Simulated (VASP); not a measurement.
# InSe in VASP: settings compared, part 2 of 2

VASP 6.6.1. The steps go on from the part before.

## (4) Band structure, PBE0

Contents of POSCAR:

```
InSe                                    
1.0
    4.0278273706      0.0000000000      0.0000000000
   -2.0139136853      3.4882008299      0.0000000000
    0.0000000000      0.0000000000     23.3577120000
  Se              In            
     2     2
Direct
     0.0000000000000000    1.0000000000000000    0.3846392773132667
     0.0000000000000000    1.0000000000000000    0.6152949469811783
     0.6666666699999979    0.3333333300000021    0.4401516181691429
     0.6666666699999979    0.3333333300000021    0.5597696275364120
```

Contents of INCAR.step1:

```
PREC = Accurate
ENCUT = 520
EDIFF = 1E-5
ISMEAR = 0
SIGMA = 0.03
LREAL = F
LASPH = T
NELM = 80
ALGO = Normal
ISIF = 2
LWAVE = T
LCHARG = F
LDIPOL = T
IDIPOL = 3
DIPOL = 0.5 0.5 0.500
NBANDS = 27
LVHAR = T
LVACPOTAV = T
GGA = PE
```

Contents of INCAR.step2:

```
PREC = Accurate
ENCUT = 520
EDIFF = 1E-6
ISMEAR = 0
SIGMA = 0.03
LREAL = F
LASPH = T
NELM = 80
ALGO = Normal
ISIF = 2
LWAVE = F
LCHARG = F
LDIPOL = T
IDIPOL = 3
DIPOL = 0.5 0.5 0.500
GGA = PE
LHFCALC = T
AEXX = 0.25
PRECFOCK = Fast
HFRCUT = -1
NBANDS = 27
LVHAR = T
LVACPOTAV = T
ISTART = 1
```

Contents of KPOINTS:

```
Automatic mesh
0
Gamma
  6 6 1
```

Contents of KPOINTS_OPT:

```
explicit points
3
Reciprocal
 0.0000000000  0.0000000000  0.0000000000 1
 0.5000000000  0.0000000000  0.0000000000 1
 0.3333333300  0.3333333300  0.0000000000 1
```

Potentials or basis: VASP PAW PBE potentials, release 64 (Se, In_d).

The run is started by

```sh
> cat potpaw_PBE.64/Se/POTCAR potpaw_PBE.64/In_d/POTCAR > POTCAR
> cp INCAR.step1 INCAR
> mpirun -np 8 vasp_std > vasp.out
> cp INCAR.step2 INCAR
> mpirun -np 8 vasp_std > vasp.out
```

OUTCAR:

```text
PREC = Accurate
   ENCUT = 520
   EDIFF = 1E-6
   ISMEAR = 0
   LREAL = F
   LASPH = T
   NELM = 80
   ISIF = 2
   GGA = PE
   LHFCALC = T
   AEXX = 0.25
   PRECFOCK = Fast
   ISTART = 1

 ion  position               nearest neighbor table
   1  0.000  0.000  0.385-   3 2.66   3 2.66   3 2.66
   2  0.000  0.000  0.615-   4 2.66   4 2.66   4 2.66
   3  0.667  0.333  0.440-   1 2.66   1 2.66   1 2.66   4 2.79
   4  0.667  0.333  0.560-   2 2.66   2 2.66   2 2.66   3 2.79

  LATTYP: Found a hexagonal cell.
 ALAT       =     4.0278273706
 C/A-ratio  =     5.7990846804
[... 430 lines left out ...]
  -------------------------------------------------------------------------------------
  Total       -0.5435313     -0.5435313     -0.7952608      0.0000000      0.0000000      0.0000000
  in kB       -2.6535822     -2.6535822     -3.8825540      0.0000000      0.0000000      0.0000000
  external PRESSURE =      -3.0632395 kB  Pullay stress =       0.0000000 kB

 VOLUME and BASIS-vectors are now :
 -----------------------------------------------------------------------------
  energy-cutoff  :      520.00
  volume of cell :      328.17
      direct lattice vectors                 reciprocal lattice vectors
     4.027827371  0.000000000  0.000000000     0.248272805  0.143340371  0.000000000
    -2.013913685  3.488200830  0.000000000     0.000000000  0.286680741  0.000000000
     0.000000000  0.000000000 23.357712000     0.000000000  0.000000000  0.042812412

 POSITION                                       TOTAL-FORCE (eV/Angst)
 -----------------------------------------------------------------------------------
      0.00000      0.00000      8.98429        -0.000000      0.000000      0.280904
      0.00000      0.00000     14.37188        -0.000000      0.000000     -0.283125
      2.01391      1.16273     10.28093        -0.000000      0.000000     -0.276292
      2.01391      1.16273     13.07494         0.000000      0.000000      0.278512
 -----------------------------------------------------------------------------------
    total drift:                               -0.000015      0.000008      0.000168

  FREE ENERGIE OF THE ION-ELECTRON SYSTEM (eV)
  ---------------------------------------------------
  free  energy   TOTEN  =       -18.8426613462 eV

  energy  without entropy=      -18.8426613462  energy(sigma->0) =      -18.84266135

 vacuum level on the upper side and lower side of the slab         3.332         3.332
```

OSZICAR.step1:

```text
N       E                     dE             d eps       ncg     rms          rms(c)
DAV:   1     0.312787508543E+03    0.31279E+03   -0.15354E+04   464   0.984E+02
DAV:   2     0.236794605233E+02   -0.28911E+03   -0.28022E+03   496   0.261E+02
DAV:   3    -0.131436688086E+02   -0.36823E+02   -0.36438E+02   600   0.115E+02
DAV:   4    -0.146168468556E+02   -0.14732E+01   -0.14710E+01   536   0.275E+01
DAV:   5    -0.146724356522E+02   -0.55589E-01   -0.55587E-01   704   0.485E+00    0.641E+00
DAV:   6    -0.142128889469E+02    0.45955E+00   -0.82730E-01   648   0.123E+01    0.397E+00
DAV:   7    -0.142003075906E+02    0.12581E-01   -0.42462E-01   584   0.384E+00    0.884E-01
DAV:   8    -0.141959942171E+02    0.43134E-02   -0.41866E-02   688   0.198E+00    0.577E-01
DAV:   9    -0.141967494126E+02   -0.75520E-03   -0.68293E-03   552   0.376E-01    0.118E-01
DAV:  10    -0.141968119913E+02   -0.62579E-04   -0.43294E-04   704   0.160E-01    0.791E-02
DAV:  11    -0.141968871877E+02   -0.75196E-04   -0.22048E-04   536   0.915E-02    0.243E-02
DAV:  12    -0.141969052244E+02   -0.18037E-04   -0.15666E-05   448   0.329E-02    0.129E-02
DAV:  13    -0.141969674360E+02   -0.62212E-04   -0.19781E-05   424   0.193E-02    0.960E-03
DAV:  14    -0.141970164082E+02   -0.48972E-04   -0.11049E-05   424   0.239E-02    0.586E-03
DAV:  15    -0.141970758931E+02   -0.59485E-04   -0.66113E-06   384   0.161E-02    0.235E-03
DAV:  16    -0.141970920796E+02   -0.16186E-04   -0.14376E-06   360   0.717E-03    0.188E-03
DAV:  17    -0.141971012360E+02   -0.91565E-05   -0.34064E-07   368   0.284E-03
   1 F= -.14197101E+02 E0= -.14197101E+02  d E =-.774222E-19
```

Run time: 9.3 min. Hardware: 8 MPI ranks of Intel Xeon 6975P-C (Granite Rapids), shared host; peak memory 0.31 GiB.

What came out:

- Free energy: -18.8427 eV
- Largest force: 0.283 eV/Å
- Band gap on the k mesh: 3.06 eV, indirect (least direct gap 3.12 eV)
- Band gap along the path: 3.12 eV, direct
- Ionisation potential of the upper face: 6.88 eV

Forces on the atoms (eV/Å):
```
Se   0.000  0.000  0.281
Se   0.000  0.000 -0.283
In   0.000  0.000 -0.276
In   0.000  0.000  0.279
```

Caveat: the PAW data sets were made with another functional, which shifts forces and pressure a little; spin-orbit coupling is left out, which moves the levels of the heavy elements.

## (5) Overview

```tsv
level	grid for exact exchange (PRECFOCK)	screening parameter	exchange at q = 0	gap on the mesh (eV)	largest force (eV/Å)
PBE+D3(BJ)	-	-	-	1.62	-
HSE06	Fast	0.2 1/A	-	2.42	0.28
PBE0	Fast	-	truncated	3.06	0.28
```

Alike in all rows: task band structure; potentials or basis VASP PAW PBE potentials, release 64 (Se, In_d); no spin polarisation; cell as given; k mesh 6 × 6 × 1; cutoff (eV) 520; smearing gaussian 0.03 eV.

On the cell as given the gap runs from 1.62 eV (PBE+D3(BJ)) to 3.06 eV (PBE0).

Caveats: spin-orbit coupling is left out, which moves the levels of the heavy elements; the PAW data sets were made with another functional, which shifts forces and pressure a little (some runs).

Total energies depend on the potentials used, so only differences within one code and one set of settings carry meaning.
